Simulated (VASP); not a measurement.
# Be (P4/mmm) in VASP: reference runs

Reference runs on Be: the cell as given.

Everything below comes from runs of VASP 6.6.1. Logs are shortened: lines on timing, memory, paths and dates and some standing lists are left out, and cuts for length are marked.

**1. The crystal as given**

It takes space group P4/mmm (No. 123, tetragonal). The conventional cell has a = 2.233 Å, b = 2.233 Å, c = 2.066 Å, α = 90.00°, β = 90.00°, γ = 90.00°. Around Be (site symmetry 4/mmm) lie 6 Be at 2.07 to 2.23 Å.

The cell was built by a generator and needn't be a form met in nature.

**2. Single point, PBE**

Input file INCAR:

```
SYSTEM = Be
  PREC = Accurate
  ENCUT = 520
  EDIFF = 1E-7
  ISMEAR = -1
  SIGMA = 0.05
  LREAL = .FALSE.
  LASPH = .TRUE.
  NELM = 80
  ALGO = Normal
  ISIF = 2
  LWAVE = .FALSE.
  LCHARG = .FALSE.
  GGA = PE
  NBANDS = 7
```

Input file KPOINTS:

```
regular mesh
0
G
  12 12 13
  0 0 0
```

Input file POSCAR:

```
Be
1.0
    2.2327400000      0.0000000000      0.0000000000
    0.0000000000      2.2327400000      0.0000000000
    0.0000000000      0.0000000000      2.0656500000
Be
1
Direct
    0.5000000000      0.5000000000      0.0000000000
```

Potentials or basis: VASP PAW PBE potentials, release 64 (Be).

On the command line:

```console
$ cat potpaw_PBE.64/Be/POTCAR > POTCAR
$ mpirun -np 1 vasp_std > vasp.out
```

OUTCAR:

```text
SYSTEM = Be
   PREC = Accurate
   ENCUT = 520
   EDIFF = 1E-7
   ISMEAR = -1
   LREAL = .FALSE.
   LASPH = .TRUE.
   NELM = 80
   ISIF = 2
   GGA = PE

 ion  position               nearest neighbor table
   1  0.500  0.500  0.000-

  LATTYP: Found a simple tetragonal cell.
 ALAT       =     2.2327400000
 C/A-ratio  =     0.9251637002

  Lattice vectors:

 A1 = (   2.2327400000,   0.0000000000,   0.0000000000)
 A2 = (   0.0000000000,   2.2327400000,   0.0000000000)
 A3 = (   0.0000000000,   0.0000000000,   2.0656500000)

Analysis of symmetry for initial positions (statically):
=====================================================================
 Subroutine PRICEL returns:
 Original cell was already a primitive cell.

 Routine SETGRP: Setting up the symmetry group for a
 simple tetragonal supercell.

 Subroutine GETGRP returns: Found 16 space group operations
 (whereof 16 operations were pure point group operations)
 out of a pool of 16 trial point group operations.

The static configuration has the point symmetry D_4h.

Analysis of symmetry for dynamics (positions and initial velocities):
=====================================================================
 Subroutine PRICEL returns:
 Original cell was already a primitive cell.

 Routine SETGRP: Setting up the symmetry group for a
 simple tetragonal supercell.

 Subroutine GETGRP returns: Found 16 space group operations
 (whereof 16 operations were pure point group operations)
 out of a pool of 16 trial point group operations.

The dynamic configuration has the point symmetry D_4h.

 Subroutine INISYM returns: Found 16 space group operations
 (whereof 16 operations are pure point group operations),
 and found     1 'primitive' translations

----------------------------------------------------------------------------------------

                                     Primitive cell

  volume of cell :      10.2975

  direct lattice vectors                    reciprocal lattice vectors
     2.232740000  0.000000000  0.000000000     0.447880183  0.000000000  0.000000000
     0.000000000  2.232740000  0.000000000     0.000000000  0.447880183  0.000000000
     0.000000000  0.000000000  2.065650000     0.000000000  0.000000000  0.484109118

  length of vectors
     2.232740000  2.232740000  2.065650000     0.447880183  0.447880183  0.484109118

  position of ions in fractional coordinates (direct lattice)
     0.500000000  0.500000000  0.000000000

  ion indices of the primitive-cell ions
   primitive index   ion index
                 1           1

----------------------------------------------------------------------------------------

 KPOINTS: regular mesh

Automatic generation of k-mesh.
 Grid dimensions read from file:
 generate k-points for:   12   12   13

 Generating k-lattice:

  Cartesian coordinates                     Fractional coordinates (reciprocal lattice)
     0.037323349  0.000000000  0.000000000     0.083333333  0.000000000  0.000000000
     0.000000000  0.037323349  0.000000000     0.000000000  0.083333333  0.000000000
     0.000000000  0.000000000  0.037239163     0.000000000  0.000000000  0.076923077

  Length of vectors
     0.037323349  0.037323349  0.037239163

  Shift w.r.t. Gamma in fractional coordinates (k-lattice)
     0.000000000  0.000000000  0.000000000

 Subroutine IBZKPT returns following result:
 ===========================================

 Found    196 irreducible k-points:

 Following reciprocal coordinates:
            Coordinates               Weight
  0.000000  0.000000  0.000000      1.000000
  0.083333  0.000000  0.000000      4.000000
  0.166667  0.000000  0.000000      4.000000
  0.250000  0.000000  0.000000      4.000000
  0.333333  0.000000  0.000000      4.000000
  0.416667  0.000000  0.000000      4.000000
[... 16 lines left out ...]
  0.333333  0.333333  0.000000      4.000000
  0.416667  0.333333  0.000000      8.000000
 [... further k-points ...]
   k-points           NKPTS =    196   k-points in BZ     NKDIM =    196   number of bands    NBANDS=      7
   number of dos      NEDOS =    301   number of ions     NIONS =      1
   total plane-waves  NPLWV =   5184
   dimension x,y,z NGX =    18 NGY =   18 NGZ =   16
   dimension x,y,z NGXF=    36 NGYF=   36 NGZF=   32
   ions per type =               1
   NGX,Y,Z   is equivalent  to a cutoff of  13.40, 13.40, 12.88 a.u.
   NGXF,Y,Z  is equivalent  to a cutoff of  26.80, 26.80, 25.75 a.u.
 SYSTEM =  Be
   PREC   = accura    normal or accurate (medium, high low for compatibility)
   ISTART =      0    job   : 0-new  1-cont  2-samecut
   ICHARG =      2    charge: 1-file 2-atom 10-const
   ISPIN  =      1    spin polarized calculation?
   LNONCOLLINEAR =      F non collinear calculations
   LSORBIT =      F    spin-orbit coupling
   LASPH  =      T    aspherical Exc in radial PAW
   ENCUT  =  520.0 eV  38.22 Ry    6.18 a.u.   4.15  4.15  3.84*2*pi/ulx,y,z
   NELM   =     80;   NELMIN=  2; NELMDL= -5     # of ELM steps
   EDIFF  = 0.1E-06   stopping-criterion for ELM
   LREAL  =      F    real-space projection
   EDIFFG = 0.1E-05   stopping-criterion for IOM
   NSW    =      0    number of steps for IOM
   IBRION =     -1    ionic relax: 0-MD 1-quasi-New 2-CG
   NFREE  =      0    steps in history (QN), initial steepest desc. (CG)
   ISIF   =      2    stress and relaxation
   ISYM   =      2    0-nonsym 1-usesym 2-fastsym
   POTIM  = 0.5000    time-step for ionic-motion
   TEBEG  =    0.0;   TEEND  =   0.0 temperature during run
   PSTRESS=    0.0 pullay stress
   NELECT =       2.0000    total number of electrons
   NUPDOWN=      -1.0000    fix difference up-down
   EMIN   =  10.00;   EMAX   =-10.00  energy-range for DOS
   EFERMI =   0.00;   METHOD = LEGACY
   ISMEAR =    -1;   SIGMA  =   0.05  broadening in eV -4-tet -1-fermi 0-gaus
   EFERMI_NEDOS =   21; number of points for ismear=-14 and -15
   IALGO  =     38    algorithm
   IMIX   =      4    mixing-type and parameters
     AMIX     =   0.40;   BMIX     =  1.00
     AMIX_MAG =   1.60;   BMIX_MAG =  1.00
  volume/ion in A,a.u.               =      10.30        69.49
  Fermi-wavevector in a.u.,A,eV,Ry     =   0.948070  1.791593 12.229420  0.898837
  Thomas-Fermi vector in A             =   2.076224
   LORBIT       =      0    0 simple, 1 ext, 2 COOP (PROOUT), +10 PAW based schemes
   GGA     = PE    functional components
   LHFCALC =     F    Hartree Fock is set to
   AEXX    =    0.0000 exact exchange contribution
   IVDW    =     0    specifies the selected vdW correction
   LEPSILON=     F    determine dielectric tensor
   LRPA    =     F    only Hartree local field effects (RPA)
 non-spin polarized calculation
  energy-cutoff  :      520.00
  volume of cell :       10.30
 maximum number of plane-waves:       292
 NGX is ok and might be reduce to    18
   NGX =  9   NGY =  9   NGZ =  7

 number of electron       2.0000000 magnetization

 Free energy of the ion-electron system (eV)
  ---------------------------------------------------
  ext. energy  EPLUGINS =         0.00000000
  ---------------------------------------------------
  free energy    TOTEN  =        -2.76200842 eV

  energy without entropy =       -2.75820673  energy(sigma->0) =       -2.76010757

 E-fermi :   4.6623     XC(G=0):  -9.7391

 val. band max:        4.6470042965   @ k =   0.5000   0.4167   0.0000
 cond. band min:       4.7260539867   @ k =   0.5000   0.2500   0.3077
 fundamental gap:      0.0790496902
 Fermi energy:         4.6622854644

 k-point     1 :       0.0000    0.0000    0.0000
  band No.  band energies     occupation
      1      -4.8988      2.00000
      2      16.9857      0.00000
      3      16.9857      0.00000
      4      20.9543      0.00000
      5      22.5920      0.00000
      6      24.7597      0.00000
      7      33.3038      0.00000

 k-point     2 :       0.0833    0.0000    0.0000
  band No.  band energies     occupation
      1      -4.7349      2.00000
      2      15.0791      0.00000
      3      17.1454      0.00000
      4      21.1044      0.00000
      5      23.8070      0.00000
      6      25.9508      0.00000
      7      33.0887      0.00000

 k-point     3 :       0.1667    0.0000    0.0000
  band No.  band energies     occupation
      1      -4.2447      2.00000
      2      11.9386      0.00000
      3      17.6118      0.00000
      4      21.5402      0.00000
      5      24.7041      0.00000
      6      29.6333      0.00000
      7      32.5230      0.00000

 k-point     4 :       0.2500    0.0000    0.0000
  band No.  band energies     occupation
      1      -3.4333      2.00000
      2       8.8748      0.00000
      3      18.3386      0.00000
      4      22.2117      0.00000
      5      25.6573      0.00000
      6      31.7014      0.00000
      7      33.9916      0.00000

 k-point     5 :       0.3333    0.0000    0.0000
  band No.  band energies     occupation
      1      -2.3178      2.00000
      2       6.1086      0.00000
      3      19.2179      0.00000
      4      23.0077      0.00000
      5      26.8489      0.00000
      6      30.9447      0.00000
      7      34.0648      0.00000
[... 161 lines left out ...]
 k-point    22 :       0.5000    0.2500    0.0000
  band No.  band energies     occupation
      1       1.6754      2.00000
      2       3.4067      2.00000
      3      14.7805      0.00000
      4      17.8150      0.00000
      5      25.0840      0.00000
      6      36.3190      0.00000
      7      38.0207      0.00000

 k-point    23 :       0.3333    0.3333    0.0000
  band No.  band energies     occupation
      1       0.3270      2.00000
      2       6.5337      0.00000
      3      11.7357      0.00000
      4      18.4004      0.00000
      5      24.8742      0.00000
      6      36.3581      0.00000
      7      39.8011      0.00000

 k-point    24 :       0.4167    0.3333    0.0000
  band No.  band energies     occupation
      1       1.7195      2.00000
      2       5.2790      0.00001
      3      12.0283      0.00000
      4      15.9506      0.00000
      5      25.4846      0.00000
      6      37.2041      0.00000
      7      39.8431      0.00000

 [... further k-points ...]

------------------------ aborting loop because EDIFF is reached ----------------------------------------

  FORCE on cell =-STRESS in cart. coord.  units (eV):
  Direction    XX          YY          ZZ          XY          YZ          ZX
  --------------------------------------------------------------------------------------
  -------------------------------------------------------------------------------------
  Total        0.0496078      0.0496078     -0.0608732      0.0000000      0.0000000      0.0000000
  in kB        7.7184008      7.7184008     -9.4711668      0.0000000      0.0000000      0.0000000
  external PRESSURE =       1.9885449 kB  Pullay stress =       0.0000000 kB

 VOLUME and BASIS-vectors are now :
 -----------------------------------------------------------------------------
  energy-cutoff  :      520.00
  volume of cell :       10.30
      direct lattice vectors                 reciprocal lattice vectors
     2.232740000  0.000000000  0.000000000     0.447880183  0.000000000  0.000000000
     0.000000000  2.232740000  0.000000000     0.000000000  0.447880183  0.000000000
     0.000000000  0.000000000  2.065650000     0.000000000  0.000000000  0.484109118

 POSITION                                       TOTAL-FORCE (eV/Angst)
 -----------------------------------------------------------------------------------
      1.11637      1.11637      0.00000         0.000000      0.000000      0.000000
 -----------------------------------------------------------------------------------
    total drift:                               -0.000000     -0.000000     -0.000000

  FREE ENERGIE OF THE ION-ELECTRON SYSTEM (eV)
  ---------------------------------------------------
  free  energy   TOTEN  =        -2.7620084206 eV

  energy  without entropy=       -2.7582067254  energy(sigma->0) =       -2.76010757
```

Wall time 13 s (1 thread of AMD EPYC 7R13 (Zen 3), shared host); peak memory 0.08 GiB.

Results:

| Item | Value |
| --- | --- |
| Free energy | -2.7620 eV |
| Pressure | 0.2 GPa |
| Band gap on the k mesh | none (metal or under the smearing width) |

Stress tensor (GPa, compression positive):
```
 0.77  0.00  0.00
 0.00  0.77  0.00
 0.00  0.00 -0.95
```

Levels at points of the mesh, in eV from the Fermi level:
```tsv
k point	band 1	band 2	band 3	band 4
(0.00, 0.00, 0.00)	-9.56	12.32	12.32	16.29
(0.50, 0.00, 0.00)	-4.68	-2.19	15.70	19.34
(0.50, 0.50, 0.00)	0.26	0.26	6.16	6.23
```
